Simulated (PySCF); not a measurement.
# Shifts of the heteroatoms

Structure with atom numbers: `[NH2:1][C:2]([NH2:3])=[O:4]`; H(Xn) means a hydrogen on atom n.

[PySCF: shieldings: GIAO PBE0/pcSseg-1; J couplings at B3LYP/pcJ-1; GFN2-xTB structure; non-relativistic; averaged over atoms made equivalent by symmetry, fast rotation or ring inversion; in vacuum; one computed conformer]

(1) What are the ¹⁵N shifts?

(2) Where does ¹⁷O resonate?

Results:

(1) 
| atoms | environment | σ (ppm) | δ (ppm) |
| --- | --- | --- | --- |
| N1/N3 | amide-type nitrogen | 181.0 | -314.9 |

Shieldings were converted by a linear fit to measured shifts: ¹⁵N (scatter 6.3 ppm rms vs CH3NO2, solution or neat liquid). A few per cent of atoms miss by over 2 rms, more outside the fitted compound classes.

Couplings (the largest are listed; each averaged over equivalent pairs): ¹J(N1,C2) = -20.8 Hz, ²J(N1,N3) = 6.7 Hz. Signs are for ¹⁵N, whose magnetogyric ratio is negative.

On a 400 MHz spectrometer ¹⁵N resonates near 40.5 MHz, so 1 ppm is 40.5 Hz.

(2) 
```csv
atoms,environment,σ (ppm),δ (ppm)
O4,amide-type carbonyl oxygen,14.8,253.2
```

Shieldings were converted by a linear fit to measured shifts: ¹⁷O (scatter 10.7 ppm rms, 12.2 ppm with the 3 outliers that the fit left out vs liquid water, solution or neat liquid). Occasional misses reach two or three times the rms, and more in compound classes unlike the fitted ones.

Couplings (the largest are listed; each averaged over equivalent pairs; quadrupolar broadening usually hides them): ¹J(C2,O4) = 23.2 Hz.

On a 500 MHz spectrometer ¹⁷O resonates near 67.8 MHz, so 1 ppm is 67.8 Hz.

Hydrogen bonding in solution shields acid and N–H amide carbonyl oxygens by tens of ppm.
